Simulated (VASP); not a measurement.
Input of a VASP 6.6.1 run:

File INCAR:

```
SYSTEM = MgO
ALGO = Normal ; EDIFF = 1E-7
ENCUT = 520 ; GGA = PS
ISIF = 2 ; ISMEAR = -1
LASPH = .True. ; LCHARG = .False.
LREAL = Auto ; LWAVE = .False.
NBANDS = 46 ; NELM = 100
PREC = Accurate ; SIGMA = 0.05
```

File KPOINTS:

```
k-points
0
Gamma
  2 2 2
  0 0 0
```

The input POSCAR:

```
MgO
1.0
    0.0000000000      4.2181000000      4.2181000000
    4.2181000000      0.0000000000      4.2181000000
    4.2181000000      4.2181000000      0.0000000000
Mg O
8 8
Direct
   -0.0847419454     -0.0562457030      0.0991323108
   -0.0753656860     -0.1210023470      0.6119342832
   -0.0747730021      0.3998245656      0.1187975629
   -0.0676015268      0.4052654039      0.6004717764
    0.4514947488     -0.0827031128      0.1236220099
    0.4338920367     -0.0921504943      0.5783172518
    0.3908868922      0.4180792300      0.1129181385
    0.4399255589      0.4056921363      0.6491903938
    0.1945307129      0.1626443185      0.3409473460
    0.2073919537      0.1231123017      0.8558592731
    0.2089922003      0.6520589839      0.3504302885
    0.1637230032      0.6665797397      0.8521609255
    0.6596571916      0.1970555463      0.3508214599
    0.7283018421      0.1645171997      0.8066546549
    0.6958227638      0.6483132216      0.3528721462
    0.7337071193      0.6314098765      0.8431639838
```

Potentials or basis: VASP PAW PBE potentials, release 64 (Mg, O).

Run with:

```console
$ cat potpaw_PBE.64/Mg/POTCAR potpaw_PBE.64/O/POTCAR > POTCAR
$ mpirun -np 1 vasp_std > vasp.out
```

Task: Estimate the band gap on the k mesh.

Result: 3.76 eV, direct.

Task: Predict the largest force.

Result: 3.705 eV/Å.

Task: Predict the pressure.

Result: 5.1 GPa.

Stress tensor (GPa, compression positive):
```
 3.50  0.90  0.31
 0.90  4.23 -0.58
 0.31 -0.58  7.47
```

Caveat: the k mesh is coarse (spacing up to 0.65 Å⁻¹), so the values aren't converged; the PAW data sets were made with another functional, which shifts forces and pressure a little.
